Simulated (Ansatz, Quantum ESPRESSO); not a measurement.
# NaH (Fm-3m): a worked LO-TO splitting

Wanted: the LO mode of NaH (Fm-3m) from the TO mode and the field response.

Program: Quantum ESPRESSO 8.0 development, patched. Level of theory: DFT LDA, scalar-relativistic, plane waves, PseudoDojo norm-conserving pseudopotentials. Results are calculated unless marked as measured.

## (1) The relaxed structure

The structure is cubic, space group Fm-3m (No. 225). The conventional cell has a = 4.691 Å, b = 4.691 Å, c = 4.691 Å, α = 90.00°, β = 90.00°, γ = 90.00°. Nearest to Na lie 6 H at 2.35 Å. Nearest to H lie 6 Na at 2.35 Å. Farther neighbours are not listed.

Coordinates:

```
CELL_PARAMETERS angstrom
-2.34537 0.00000 2.34537
0.00000 2.34537 2.34537
-2.34537 2.34537 0.00000
ATOMIC_POSITIONS crystal
Na 0.00000 0.00000 0.00000
H 0.50000 0.50000 0.50000
```

This is the cell after its relaxation at this level of theory, not the database cell from which that began.

## (2) What the response run gave

A linear-response run on the relaxed cell, with the response to an electric field; only its zone-centre results are used. Cutoff 88 Ry, k mesh 8×8×8.

Log:

```text
[banners, grids, parts of the stress and lines that vanish by symmetry left out]
Program PHONON v.8.0dev
     Dynamical matrices for q-points given in input
     (   1q-points):
[...]
Exchange-correlation= PW
                           (   1   4   0   0   0   0   0)
[...]
kinetic-energy cut-off    =      88.0000  Ry
     charge density cut-off    =     352.0000  Ry
     convergence threshold     =      1.0E-18
[...]
Exchange-correlation= PW
                           (   1   4   0   0   0   0   0)
[...]
q = (   0.0000000   0.0000000   0.0000000 )
     49 Sym.Ops. (with q -> -q+G )
     G cutoff =  700.5868  (  19579 G-vectors)     FFT grid: ( 40, 40, 40)
     number of k points=    29
[...]
Mode symmetry, O_h (m-3m)  point group:
[...]
Dielectric constant
[...]
End of electric fields calculation
          Dielectric constant in cartesian axis
          (       3.357139420       0.000000000       0.000000000 )
          (       0.000000000       3.357139420      -0.000000000 )
          (       0.000000000      -0.000000000       3.357139420 )
          Effective charges (d Force / dE) in cartesian axis without acoustic sum rule applied (asr)
           atom    1  Na    Mean Z*:        0.94737
      Ex  (        0.94737       -0.00000       -0.00000 )
      Ey  (        0.00000        0.94737        0.00000 )
      Ez  (       -0.00000       -0.00000        0.94737 )
           atom    2  H     Mean Z*:       -0.94744
      Ex  (       -0.94744       -0.00000        0.00000 )
      Ey  (       -0.00000       -0.94744       -0.00000 )
      Ez  (        0.00000       -0.00000       -0.94744 )
          Effective charges Sum: Mean:       -0.00007
[...]
Effective charges (d Force / dE) in cartesian axis with asr applied:
           atom    1  Na    Mean Z*:        0.94740
[...]
atom    2  H     Mean Z*:       -0.94740
[...]
Dielectric constant from finite-differences
          (       3.356746171       0.000000000       0.000000000 )
          (       0.000000000       3.356746171      -0.000000000 )
          (       0.000000000      -0.000000000       3.356746171 )
[...]
(      -0.000000000       0.000000000      -0.000000000 )
          (       0.000000000       0.000000000       0.000000000 )
          (      -0.000000000      -0.000000000      -0.000000000 )
          (      -0.000000000      -0.000000000      -0.000000000 )
          (       0.000000000       0.000000000       0.000000000 )
          (      -0.000000000       0.000000000      -0.000000000 )
          (       0.000000000      -0.000000000       0.000000000 )
          (      -0.000000000      -0.000000000      -0.000000000 )
[...]
(       0.000000000       0.000000000       0.000000000 )
          (      -0.000000000      -0.000000000      -0.000000000 )
          (       0.000000000       0.000000000       0.000000000 )
          (      -0.000000000      -0.000000000      -0.000000000 )
          (       0.000000000       0.000000000       0.000000000 )
[...]
Representation #   1 modes #   1   2   3
[...]
End of self-consistent calculation
     Convergence has been achieved
     Representation #   2 modes #   4   5   6
[...]
End of self-consistent calculation
     Convergence has been achieved
[...]
Dielectric constant in cartesian axis
          (       3.357139420       0.000000000       0.000000000 )
          (       0.000000000       3.357139420      -0.000000000 )
          (       0.000000000      -0.000000000       3.357139420 )
          Effective charges (d Force / dE) in cartesian axis without acoustic sum rule applied (asr)
           atom    1  Na    Mean Z*:        0.94737
      Ex  (        0.94737       -0.00000       -0.00000 )
      Ey  (        0.00000        0.94737        0.00000 )
      Ez  (       -0.00000       -0.00000        0.94737 )
           atom    2  H     Mean Z*:       -0.94744
      Ex  (       -0.94744       -0.00000        0.00000 )
      Ey  (       -0.00000       -0.94744       -0.00000 )
      Ez  (        0.00000       -0.00000       -0.94744 )
          Effective charges Sum: Mean:       -0.00007
[...]
Effective charges (d Force / dE) in cartesian axis with asr applied:
           atom    1  Na    Mean Z*:        0.94740
[...]
atom    2  H     Mean Z*:       -0.94740
[...]
q = (    0.000000000   0.000000000   0.000000000 )
[...]
freq (    1) =       0.169521 [THz] =       5.654604 [cm-1]
     freq (    2) =       0.169521 [THz] =       5.654604 [cm-1]
     freq (    3) =       0.169521 [THz] =       5.654604 [cm-1]
     freq (    4) =      16.811984 [THz] =     560.787407 [cm-1]
     freq (    5) =      16.811984 [THz] =     560.787407 [cm-1]
     freq (    6) =      16.811984 [THz] =     560.787407 [cm-1]
[...]
Mode symmetry, O_h (m-3m)  point group:
     freq (   1-   3) =          5.7  [cm-1]   --> T_1u G_15  G_4- I
     freq (   4-   6) =        560.8  [cm-1]   --> T_1u G_15  G_4- I

   JOB DONE.
```

| quantity | value |
| --- | --- |
| cell volume Ω (Å³) | 25.803 |
| mass of Na (u) | 22.990 |
| mass of H (u) | 1.008 |
| Born charge of Na, raw (e) | 0.947 |
| Born charge of H, raw (e) | -0.947 |
| ε∞ | 3.357 |
| ω(TO) after the sum rule (cm⁻¹) | 560.8 |

## (3) The calculation

The charges must sum to zero over the cell; taking off their mean, 0.000 e, leaves Z* = 0.947 e on Na. In the polar mode Na moves against H, so the reduced mass is μ = 22.99 × 1.01 / 24.00 = 0.966 u.

A longitudinal wave builds up a field that adds to the restoring force: ω(LO)² = ω(TO)² + 4π Z*² / (μ Ω ε∞), in Hartree atomic units. With μ = 1760 electron masses and Ω = 174.12 bohr³ the second term is 1.0961e-05 Ha², or 528005 cm⁻² (1 Ha = 219474.6 cm⁻¹).

So ω(LO) = √(314485 + 528005) = 917.9 cm⁻¹, and by the Lyddane-Sachs-Teller relation ε₀ = ε∞ (ω(LO)/ω(TO))² = 8.99.

## (4) Check against the program

The analysis program adds the same non-analytic term to the full matrix, here for q along (1 0 0).

Log:

```text
[banner, memory and clock lines left out]
Program DYNMAT v.8.0dev

     Reading Dynamical Matrix from file g.dyn
     ...Force constants read
     ...epsilon and Z* read
     ...Raman cross sections read

     Polarizability (A^3 units)
     multiply by 0.560000 for Clausius-Mossotti correction (not under assume_isolated = 'mt')
         4.839911    0.000000    0.000000
         0.000000    4.839911   -0.000000
         0.000000   -0.000000    4.839911

     IR activities are in (D/A)^2/amu units

# mode   [cm-1]    [THz]      IR
    1     -0.00   -0.0000    0.0000
    2     -0.00   -0.0000    0.0000
    3     -0.00   -0.0000    0.0000
    4    560.79   16.8121   21.4445
    5    560.79   16.8121   21.4445
    6    917.87   27.5171   21.4445
```

ε₀ comes from the program's run without a direction of q.

| quantity | by hand | program |
| --- | --- | --- |
| ω(LO) (cm⁻¹) | 917.9 | 917.9 |
| ε₀ | 8.99 | 8.99 |

## (5) What came out

| Property | Result |
| --- | --- |
| TO mode | 560.8 cm⁻¹ |
| LO mode | 917.9 cm⁻¹ |
| static dielectric constant | 8.994 |

In words: The LO mode of NaH (Fm-3m) lies at 918 cm⁻¹, 357 cm⁻¹ above the TO mode; the formula meets the program within 0.1 cm⁻¹, as it must for a cubic crystal with one polar mode. ω(LO)² − ω(TO)² goes with Z*²/ε∞: an error of 5 % in ε∞ would move the LO mode by 13.8 cm⁻¹, and semilocal functionals tend to overestimate ε∞. These are harmonic values at zero temperature, at the volume of this functional, for the structure held cubic; stability elsewhere in the zone is no part of this calculation.

[Host names and launcher messages were left out of these logs when they were recorded.]

[Logs are printed without paths, hosts, clocks, repeated set-up lines and the standing remarks that a program may print on its own settings, such as how far it seeks lower states.]

[Hosts, paths, dates, database ids (printed as entryN), source tags and the programs' standing remarks are cut or masked in the printed files.]
